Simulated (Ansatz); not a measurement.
# CoSi2 (Fm-3m) in Ansatz: a series of runs

One crystal, CoSi2, is run at these levels: BLYP+D4; tasks: single point, equation of state.

Everything below comes from runs of Ansatz 0.2.0. Logs are shortened: lines on timing, memory, paths and dates and some standing lists are left out, and cuts for length are marked.

## 1. The crystal as given

Symmetry: Fm-3m, No. 225, cubic system. The conventional cell has a = 5.356 Å, b = 5.356 Å, c = 5.356 Å, α = 90.00°, β = 90.00°, γ = 90.00°. Co (site symmetry m-3m) is surrounded by 8 Si at 2.32 Å. Si (site symmetry -43m) is surrounded by 4 Co at 2.32 Å.

## 2. Single point, BLYP+D4, collinear spin, random start, 12.04 Å³/atom (volume scaled by 0.94)

The input, input.yaml:

```yaml
crystal:
  lattice:
    - [0.0, 2.6233315991, 2.6233315991]
    - [2.6233315991, 0.0, 2.6233315991]
    - [2.6233315991, 2.6233315991, 0.0]
  atoms:
    - { symbol: Co, position: [0.0, 0.0, 0.0], spin: 4.0 }
    - { symbol: Si, position: [0.75, 0.75, 0.75] }
    - { symbol: Si, position: [0.25, 0.25, 0.25] }
hamiltonian:
  xc: blyp
  pseudopotentials: { kind: paw }
  dispersion: d4
magnetization:
  spin_polarized: true
  initial_magnetization: 4.0
  spin_locking: { lock_magnetization: hard }
kpoints:
  mp_grid: { grid: [9, 9, 9] }
scf:
  occupations: { method: tetrahedron }
output:
  forces: true
  stress: true
  write_density: true
  write_potential: true
  elf: true
  volumetric_format: npy
```

Potentials or basis: Ansatz PAW.

On the command line:

```bash
$ ansatz run input.yaml --threads 2 --pin off --max-ram 5632MiB --backend cpu --events-out ev --progress --plain --runs-dir out
```

The log of the run:

```text
Warning: output.forces, output.stress, relax.cell or npt_langevin: where a Kohn–Sham band that disperses or a degenerate level is filled in part under the method tetrahedron, the forces or the stress that this run publishes need not agree with its energy (scf.occupations.method in the input reference, under Limitations); prefer a smearing scheme for the forces or the stress
Warning: output.stress: scf.convergence.dr2_threshold = 1e-7 eV (the SCF's general default) is looser than the 3e-10 eV advised for a printed stress (1e-10 eV for each atom of the cell: 3). What an SCF threshold leaves in a stress goes as its square root, and in the free energy as the threshold itself, and one threshold admits the most on a small cell: of the crystals measured, under no hybrid functional and no lock of the moments, on runs that ended without the residual-converged pass, on stresses that held no estimate of that error, the worst erred by over 100 MPa in a component at 1e-7 eV an atom and by under 5 at 1e-10. Set scf.convergence.dr2_threshold to 3e-10 eV or tighter. The threshold is an SCF's pass mark: one that does not reach it within its budget of iterations ends unconverged, or closes short of it on a stop that the run arms, and scf.convergence.dr2_threshold's page says what that costs each kind of run
Warning: RAYON_NUM_THREADS=2 ignored (pool sized by the plan → 2); use --threads N
Engine: ansatz 0.2.0, x86_64-unknown-linux-gnu
Pseudopotentials: kind: paw
Pseudopotential: Co, paw, valence charge 17, recommended cutoff 420 eV (normal), Co.paw.azcp
Pseudopotential: Si, paw, valence charge 4, recommended cutoff 420 eV (normal), Si.paw.azcp
Functional definition: BLYP
  parameter beta = 0.0042
  parameter a = 0.04918
  parameter b = 0.132
  parameter c = 0.2533
  parameter d = 0.349
  exchange = b88_x(beta = beta)
  correlation = lyp_c(a = a, b = b, c = c, d = d)
Crystal: 3 atoms, lattice volume = 36.107 Å³
Basis set: ecut = 420 eV, 725 PW (Γ), exchange–correlation on 50×50×50 points (8 copies of the dense FFT grid, shifted against one another)
Bands: 19, of which v1, the nominal top of the filled ones, is band 13 counted from 1 (12 counted from 0)
Symmetry: 48 space group operations
Space group: Fm-3m (ITA 225), of the structure as read, at distance tolerance 3.3e-5 Å
Magnetic group: BNS 225.116 (UNI 1618), of the structure as read, at distance tolerance 3.3e-5 Å
k-points: 35 of 729
Non-local potential: Co, projectors of the file, l = 0: 3, l = 1: 2, l = 2: 3, l = 3: 1
Non-local potential: Si, projectors of the file, l = 0: 2, l = 1: 2, l = 2: 2
PAW form: soft (Blöchl's): semilocal exchange-correlation on the pseudo side does not see the compensation charge
PAW frozen core: Co, regenerated for the run's functional, and the local potential with it (the file was generated under x = pbe(κ = 0.804, μ = 0.2195149727645171), c = pbe(β = 0.06672455060314922))
PAW frozen core: Si, regenerated for the run's functional, and the local potential with it (the file was generated under x = pbe(κ = 0.804, μ = 0.2195149727645171), c = pbe(β = 0.06672455060314922))
PAW one-centre angular grid: Co, 590 points (default); XC on 64 Gauss nodes
PAW one-centre angular grid: Si, 110 points (default); XC on 64 Gauss nodes
Initial density: superposition of atomic densities (chi_scale 0.1, normalization cell)
Starting moments: Σ|m| = 4 μB on 1 of 3 sites
Initial wavefunctions: pseudopotential atomic-orbital guess
Functional: x = b88, c = lyp
iter 1 solved again at ethr=1.95e-3 eV; its pass at ethr=3.10e-3 eV (dr2=4.88e-1 eV) is discarded
SCF iter   1: F=—  HF=-6409.918947 eV  |F-HF|=—  |Δ(HF+E_count)|=         —  Δρ=9.92e-2 (↑9.51e-2 ↓9.92e-2)  dr2=4.87e-1  dr2_m=3.03e0  M=4.000 μB ∫|m|=4.000 μB  β_m=0.30  ethr=1.95e-3  ⟨swp⟩=1.0  Hψ=8715  notcnv=0
preconditioner: auto → Kerker (q_TF=auto, 2.566 Å⁻¹)  [metal: no gap  n_scr=14 (ndim 8)  ℏωp=25.5 eV  f_vac=0.000]
spin=Collinear: Kerker preconditioning applied to the charge; magnetization (m = ρ↑ − ρ↓) channel mixes plain (no charge-response kernel on spin).
SCF iter   2: F=—  HF=-6410.233135 eV  |F-HF|=—  |Δ(HF+E_count)|=   3.14e-1  Δρ=7.71e-2 (↑7.32e-2 ↓7.71e-2)  dr2=3.53e-1  dr2_m=1.80e0  M=4.000 μB ∫|m|=4.000 μB  β_m=0.65  ethr=1.95e-3  ⟨swp⟩=2.0  Hψ=1600  notcnv=0
SCF iter   3: F=—  HF=-6410.608543 eV  |F-HF|=—  |Δ(HF+E_count)|=   3.75e-1  Δρ=5.87e-3 (↑4.64e-3 ↓5.87e-3)  dr2=4.41e-2  dr2_m=3.95e-3  M=4.000 μB ∫|m|=4.000 μB  β_m=0.81  ethr=1.41e-3  ⟨swp⟩=2.9  Hψ=2752  notcnv=0
SCF iter   4: F=—  HF=-6410.621982 eV  |F-HF|=—  |Δ(HF+E_count)|=   1.34e-2  Δρ=1.94e-2 (↑8.18e-3 ↓1.94e-2)  dr2=1.62e-1  dr2_m=1.15e-2  M=4.000 μB ∫|m|=4.000 μB  β_m=0.58  ethr=1.76e-4  ⟨swp⟩=2.6  Hψ=2571  notcnv=0  defer=64  recentre
SCF iter   5: F=—  HF=-6410.604290 eV  |F-HF|=—  |Δ(HF+E_count)|=   1.77e-2  Δρ=2.06e-3 (↑2.06e-3 ↓1.78e-3)  dr2=8.39e-3  dr2_m=2.81e-4  M=4.000 μB ∫|m|=4.000 μB  β_m=0.79  ethr=1.76e-4  ⟨swp⟩=2.5  Hψ=2441  notcnv=0  defer=75
SCF iter   6: F=—  HF=-6410.605304 eV  |F-HF|=—  |Δ(HF+E_count)|=   1.01e-3  Δρ=3.31e-3 (↑1.79e-3 ↓3.31e-3)  dr2=6.04e-3  dr2_m=2.20e-4  M=4.000 μB ∫|m|=4.000 μB  β_m=0.87  ethr=3.36e-5  ⟨swp⟩=2.4  Hψ=2216  notcnv=0  defer=81
SCF iter   7: F=—  HF=-6410.604403 eV  |F-HF|=—  |Δ(HF+E_count)|=   9.02e-4  Δρ=5.36e-4 (↑2.50e-4 ↓5.36e-4)  dr2=2.85e-4  dr2_m=1.21e-5  M=4.000 μB ∫|m|=4.000 μB  β_m=0.94  ethr=2.42e-5  ⟨swp⟩=2.1  Hψ=1964  notcnv=0  defer=81
SCF iter   8: F=—  HF=-6410.604387 eV  |F-HF|=—  |Δ(HF+E_count)|=   1.54e-5  Δρ=1.07e-4 (↑8.75e-5 ↓1.07e-4)  dr2=1.87e-5  dr2_m=2.81e-7  M=4.000 μB ∫|m|=4.000 μB  β_m=0.88  ethr=1.14e-6  ⟨swp⟩=2.5  Hψ=2065  notcnv=0  defer=85
SCF iter   9: F=—  HF=-6410.604382 eV  |F-HF|=—  |Δ(HF+E_count)|=   4.90e-6  Δρ=3.86e-5 (↑2.37e-5 ↓3.86e-5)  dr2=1.34e-6  dr2_m=5.27e-8  M=4.000 μB ∫|m|=4.000 μB  β_m=0.94  ethr=7.46e-8  ⟨swp⟩=2.1  Hψ=2077  notcnv=0  defer=85
iter 10 met the thresholds in force, and the SCF goes on: an eigenvalue changes by 71.33 meV, over its tolerance of 10.00 meV (output.eigenvalues, Limitations)
SCF iter  10: F=-6410.604379 eV  HF=-6410.604379 eV  |F-HF|=9.02e-9  |Δ(HF+E_count)|=   3.47e-6  Δρ=3.55e-6 (↑3.55e-6 ↓3.38e-6)  dr2=1.93e-8  dr2_m=1.36e-10  M=4.000 μB ∫|m|=4.000 μB  β_m=0.97  ethr=4.00e-10  ⟨swp⟩=7.5  Hψ=8609  notcnv=0
iter 11 met the thresholds in force, and the SCF goes on: an eigenvalue changes by 71.33 meV, over its tolerance of 10.00 meV (output.eigenvalues, Limitations)
SCF iter  11: F=-6410.604379 eV  HF=-6410.604379 eV  |F-HF|=1.50e-10  |Δ(HF+E_count)|=   2.94e-7  Δρ=4.20e-7 (↑4.20e-7 ↓3.73e-7)  dr2=1.70e-10  dr2_m=1.56e-11  M=4.000 μB ∫|m|=4.000 μB  β_m=0.99  ethr=7.72e-11  ⟨swp⟩=5.1  Hψ=7072  notcnv=0
SCF iter  12: F=-6410.604379 eV  HF=-6410.604379 eV  |F-HF|=1.91e-11  |Δ(HF+E_count)|=   6.02e-9  Δρ=2.32e-7 (↑8.25e-8 ↓2.32e-7)  dr2=2.49e-11  dr2_m=1.99e-12  M=4.000 μB ∫|m|=4.000 μB  ethr=1.00e-12  ⟨swp⟩=4.0  Hψ=6049  notcnv=0
SCF 1 converged in 12 iterations: F = -6410.604379 eV  dr2 = 2.49e-11
this state was not tested for a lower state beside it, because cold or Methfessel-Paxton smearing, or corrected tetrahedra, fill the levels in a way that the test cannot read (fill_not_monotonic; see scf.lower_state_search)
SCF converged after 12 iterations
an eigenvalue changed by more than its tolerance at an iteration that met the thresholds in force, so the SCF went on 2 times: the last check found none over its tolerance
Magnetization: 4.0000 μB (14.5000 up, 10.5000 down)
Absolute magnetization: 4.0000 μB (∫|ρ↑−ρ↓|, with the PAW one-centre terms)
Spin contamination: 0.0061 ħ² per cell (⟨S²⟩ above its minimum at these occupations)
Per-site moments (μB) at R_I (Å): [(2.0887948051756027, 0.9371471205405602), (0.3854582541623856, 0.9371471205405602), (0.3854582541623855, 0.9371471205405602)]
Free energy (F): -6410.604379 eV
Harris-Foulkes:  -6410.604379 eV  (|F-HF|=1.91e-11)
Internal energy: -6410.604311 eV  (E = F + TS)
E sigma→0 (E₀):  -6410.604379 eV
Entropy (-TS):   -0.000068 eV (-0.023 meV/atom)
Fermi energy:    15.202904 (↑ 17.791473, ↓ 12.614335) eV
--- Per-component energies (eV) ---
  E_band       = -263.124075
  E_kinetic    = 553.277068
  E_local      = -4012.734044  (includes V_loc(G=0)·N_el)
  E_nonlocal   = 511.948271
  E_hartree    = 1741.920164
  E_xc         = -271.890555
  E_vxc        = -301.408971  (∫ρ·V_xc dr)
  E_paw        = -2563.512700  (= ΣΔE_a)
  E_vpaw       = -498.046458  (= ΣTr[D̂ρ^β])
  E_aug_tail   = 0.000142  (compensation charges beyond the density's cutoff)
  E_ewald      = -2366.802078
  E_disp       = -2.846564  (pairwise vdW)
  E_core_change = 0.035986  (= ΣΔE_core)
  E_smearing   = -0.000068  (= −TS)
  E_closure    = -0.000000  (closes the sum)
  Σ components = -6410.604379   (vs F -6410.604379, Δ=0.00e0)
--- Forces (eV/Å), atoms counted from 1 ---
  atom   1  Co    -0.00000000     0.00000000     0.00000000
  atom   2  Si     0.00000000     0.00000000     0.00000000
  atom   3  Si    -0.00000000    -0.00000000     0.00000000
  max |Σ_I F_I| component: 6.36e-18 eV/Å
--- Stress (GPa, compression-positive) ---
       47.032910       0.000000      -0.000000
       -0.000000      47.032910      -0.000000
       -0.000000       0.000000      47.032910
  P = ⅓ Tr σ = 47.0329 GPa (470.329 kbar)
--- Band table (eV; the first three rows and the last of 70) ---
  k-point 0 ↑: bands = ["-82.7116", "-46.0944", "-46.0944", "-46.0944", "0.4435", "8.7250", "8.7250", "8.7250", "10.2455", "10.2455", "15.3329", "16.9305", "16.9305", "16.9305", "17.3838", "17.3838", "17.3838", "20.1007", "20.1007"]
  k-point 1 ↑: bands = ["-82.7116", "-46.0947", "-46.0944", "-46.0944", "0.6395", "8.4509", "8.7886", "8.7886", "10.2189", "10.2189", "14.4100", "16.0206", "16.0682", "16.0682", "18.2022", "18.2022", "19.3155", "19.4865", "19.4865"]
  k-point 2 ↑: bands = ["-82.7116", "-46.0955", "-46.0945", "-46.0945", "1.2197", "7.6728", "8.9400", "8.9400", "10.1944", "10.1944", "12.4761", "15.0861", "15.0861", "16.4721", "17.8547", "17.8547", "19.0845", "20.3558", "20.3558"]
  k-point 34 ↓: bands = ["-80.2924", "-43.7536", "-43.7531", "-43.7522", "5.9514", "6.7675", "8.6834", "8.8785", "11.6844", "11.9186", "12.2452", "12.8932", "13.7883", "18.2329", "18.9689", "20.7043", "22.4040", "24.5521", "25.6834"]
```

Run time: 2.7 s. Hardware: 2 threads of Intel Xeon Platinum 8259CL at 2.50GHz (Skylake/Cascade Lake), shared host; peak memory 0.4 GiB.

What came out:

```yaml
Free_energy: -6410.6044 eV
Pressure: 47.0 GPa
Net_moment: 4.00 μB per cell
Absolute_moment: 4.00 μB per cell
Site_moments: Co +2.09; Si +0.39 μB
```

Caveat: the total moment is fixed, so each spin has its own Fermi level; the PAW data sets come from PBE, with cores solved anew for the run's functional, which leaves a small shift of forces and pressure; with tetrahedron occupations forces and stress needn't match the slope of the energy; the thresholds are loose for stress.

## 3. Single point, BLYP+D4, collinear spin, random start, 12.29 Å³/atom (volume scaled by 0.96)

Edit input.yaml of step 2 so:

```diff
@@ -2,5 +2,5 @@
   lattice:
-    - [0.0, 2.6233315991, 2.6233315991]
-    - [2.6233315991, 0.0, 2.6233315991]
-    - [2.6233315991, 2.6233315991, 0.0]
+    - [0.0, 2.641806374, 2.641806374]
+    - [2.641806374, 0.0, 2.641806374]
+    - [2.641806374, 2.641806374, 0.0]
   atoms:
@@ -24,5 +24 @@
   stress: true
-  write_density: true
-  write_potential: true
-  elf: true
-  volumetric_format: npy
```

Potentials or basis: Ansatz PAW.

On the command line:

```bash
$ ansatz run input.yaml --threads 2 --pin off --max-ram 5632MiB --backend cpu --events-out ev --progress --plain --runs-dir out
```

Wall time 2.4 s (2 threads of Intel Xeon Platinum 8259CL at 2.50GHz (Skylake/Cascade Lake), shared host); peak memory 0.4 GiB.

It converged, with:

```
Free energy     : -6410.8189 eV
Pressure        : 41.6 GPa
Net moment      : 4.00 μB per cell
Absolute moment : 4.00 μB per cell
Site moments    : Co +2.10; Si +0.39 μB
```

Caveat: the total moment is fixed, so each spin has its own Fermi level; the PAW data sets come from PBE, with cores solved anew for the run's functional, which leaves a small shift of forces and pressure; with tetrahedron occupations forces and stress needn't match the slope of the energy; the thresholds are loose for stress.

## 4. Single point, BLYP+D4, collinear spin, random start, 12.55 Å³/atom (volume scaled by 0.98)

Edit input.yaml of step 3 so:

```diff
@@ -2,5 +2,5 @@
   lattice:
-    - [0.0, 2.641806374, 2.641806374]
-    - [2.641806374, 0.0, 2.641806374]
-    - [2.641806374, 2.641806374, 0.0]
+    - [0.0, 2.6600263041, 2.6600263041]
+    - [2.6600263041, 0.0, 2.6600263041]
+    - [2.6600263041, 2.6600263041, 0.0]
   atoms:
@@ -24 +24,5 @@
   stress: true
+  write_density: true
+  write_potential: true
+  elf: true
+  volumetric_format: npy
```

On the command line:

```bash
$ ansatz run input.yaml --threads 2 --pin off --max-ram 5632MiB --backend cpu --events-out ev --progress --plain --runs-dir out
```

Run time: 2.6 s. Hardware: 2 threads of Intel Xeon Platinum 8259CL at 2.50GHz (Skylake/Cascade Lake), shared host; peak memory 0.4 GiB.

It converged, with:

```
Free energy     : -6411.0087 eV
Pressure        : 36.7 GPa
Net moment      : 4.00 μB per cell
Absolute moment : 4.00 μB per cell
Site moments    : Co +2.12; Si +0.39 μB
```

Caveat: the total moment is fixed, so each spin has its own Fermi level; the PAW data sets come from PBE, with cores solved anew for the run's functional, which leaves a small shift of forces and pressure; with tetrahedron occupations forces and stress needn't match the slope of the energy; the thresholds are loose for stress.

## 5. Single point, BLYP+D4, collinear spin, random start, 12.80 Å³/atom

Edit input.yaml of step 4 so:

```diff
@@ -2,5 +2,5 @@
   lattice:
-    - [0.0, 2.6600263041, 2.6600263041]
-    - [2.6600263041, 0.0, 2.6600263041]
-    - [2.6600263041, 2.6600263041, 0.0]
+    - [0.0, 2.678, 2.678]
+    - [2.678, 0.0, 2.678]
+    - [2.678, 2.678, 0.0]
   atoms:
@@ -24,5 +24 @@
   stress: true
-  write_density: true
-  write_potential: true
-  elf: true
-  volumetric_format: npy
```

On the command line:

```bash
$ ansatz run input.yaml --threads 2 --pin off --max-ram 5632MiB --backend cpu --events-out ev --progress --plain --runs-dir out
```

Run time: 2.2 s. Hardware: 2 threads of Intel Xeon Platinum 8259CL at 2.50GHz (Skylake/Cascade Lake), shared host; peak memory 0.4 GiB.

It converged, with:

```
Free energy     : -6411.1774 eV
Pressure        : 32.3 GPa
Net moment      : 4.00 μB per cell
Absolute moment : 4.00 μB per cell
Site moments    : Co +2.13; Si +0.40 μB
```

Caveat: the total moment is fixed, so each spin has its own Fermi level; the PAW data sets come from PBE, with cores solved anew for the run's functional, which leaves a small shift of forces and pressure; with tetrahedron occupations forces and stress needn't match the slope of the energy; the thresholds are loose for stress.

## 6. Single point, BLYP+D4, collinear spin, random start, 13.06 Å³/atom (volume scaled by 1.02)

Edit input.yaml of step 5 so:

```diff
@@ -2,5 +2,5 @@
   lattice:
-    - [0.0, 2.678, 2.678]
-    - [2.678, 0.0, 2.678]
-    - [2.678, 2.678, 0.0]
+    - [0.0, 2.6957356162, 2.6957356162]
+    - [2.6957356162, 0.0, 2.6957356162]
+    - [2.6957356162, 2.6957356162, 0.0]
   atoms:
@@ -24 +24,5 @@
   stress: true
+  write_density: true
+  write_potential: true
+  elf: true
+  volumetric_format: npy
```

Potentials or basis: Ansatz PAW.

On the command line:

```bash
$ ansatz run input.yaml --threads 2 --pin off --max-ram 5632MiB --backend cpu --events-out ev --progress --plain --runs-dir out
```

Wall time 2.5 s (2 threads of Intel Xeon Platinum 8259CL at 2.50GHz (Skylake/Cascade Lake), shared host); peak memory 0.4 GiB.

Results (log left out):

| Property | Result |
| --- | --- |
| Free energy | -6411.3240 eV |
| Pressure | 28.2 GPa |
| Net moment | 4.00 μB per cell |
| Absolute moment | 4.00 μB per cell |
| Site moments | Co +2.15; Si +0.40 μB |

Caveat: the total moment is fixed, so each spin has its own Fermi level; the PAW data sets come from PBE, with cores solved anew for the run's functional, which leaves a small shift of forces and pressure; with tetrahedron occupations forces and stress needn't match the slope of the energy; the thresholds are loose for stress.

## 7. Single point, BLYP+D4, collinear spin, random start, 13.32 Å³/atom (volume scaled by 1.04)

Edit input.yaml of step 6 so:

```diff
@@ -2,5 +2,5 @@
   lattice:
-    - [0.0, 2.6957356162, 2.6957356162]
-    - [2.6957356162, 0.0, 2.6957356162]
-    - [2.6957356162, 2.6957356162, 0.0]
+    - [0.0, 2.7132408834, 2.7132408834]
+    - [2.7132408834, 0.0, 2.7132408834]
+    - [2.7132408834, 2.7132408834, 0.0]
   atoms:
```

On the command line:

```bash
$ ansatz run input.yaml --threads 2 --pin off --max-ram 5632MiB --backend cpu --events-out ev --progress --plain --runs-dir out
```

It took 2.5 s on 2 threads of Intel Xeon Platinum 8259CL at 2.50GHz (Skylake/Cascade Lake), shared host; peak memory 0.4 GiB.

The run converged. Its results:

| Property | Result |
| --- | --- |
| Free energy | -6411.4508 eV |
| Pressure | 24.5 GPa |
| Net moment | 4.00 μB per cell |
| Absolute moment | 4.00 μB per cell |
| Site moments | Co +2.16; Si +0.40 μB |

Caveat: the total moment is fixed, so each spin has its own Fermi level; the PAW data sets come from PBE, with cores solved anew for the run's functional, which leaves a small shift of forces and pressure; with tetrahedron occupations forces and stress needn't match the slope of the energy; the thresholds are loose for stress.

## 8. Single point, BLYP+D4, collinear spin, random start, 13.57 Å³/atom (volume scaled by 1.06)

Edit input.yaml of step 7 so:

```diff
@@ -2,5 +2,5 @@
   lattice:
-    - [0.0, 2.7132408834, 2.7132408834]
-    - [2.7132408834, 0.0, 2.7132408834]
-    - [2.7132408834, 2.7132408834, 0.0]
+    - [0.0, 2.7305231384, 2.7305231384]
+    - [2.7305231384, 0.0, 2.7305231384]
+    - [2.7305231384, 2.7305231384, 0.0]
   atoms:
@@ -24,5 +24 @@
   stress: true
-  write_density: true
-  write_potential: true
-  elf: true
-  volumetric_format: npy
```

On the command line:

```bash
$ ansatz run input.yaml --threads 2 --pin off --max-ram 5632MiB --backend cpu --events-out ev --progress --plain --runs-dir out
```

Run time: 2.4 s. Hardware: 2 threads of Intel Xeon Platinum 8259CL at 2.50GHz (Skylake/Cascade Lake), shared host; peak memory 0.4 GiB.

It converged, with:

```yaml
Free_energy: -6411.5601 eV
Pressure: 21.2 GPa
Net_moment: 4.00 μB per cell
Absolute_moment: 4.00 μB per cell
Site_moments: Co +2.17; Si +0.40 μB
```

Caveat: the total moment is fixed, so each spin has its own Fermi level; the PAW data sets come from PBE, with cores solved anew for the run's functional, which leaves a small shift of forces and pressure; with tetrahedron occupations forces and stress needn't match the slope of the energy; the thresholds are loose for stress.

## 9. Equation of state, BLYP+D4, collinear spin, random start

Potentials or basis: Ansatz PAW.

No new run: the results of the series are fitted here.

What came out:

```
Equilibrium volume : outside the volumes run
```

Energy against volume, from the lowest point:
```
volume (Å³/atom)  energy (meV/atom)
          12.036             318.58
          12.292             247.08
          12.548             183.79
          12.804             127.58
          13.060              78.71
          13.316              36.46
          13.572               0.00
```

Caveat: the potentials were made for another functional, which shifts forces and pressure; the total moment is fixed, so each spin has its own Fermi level.
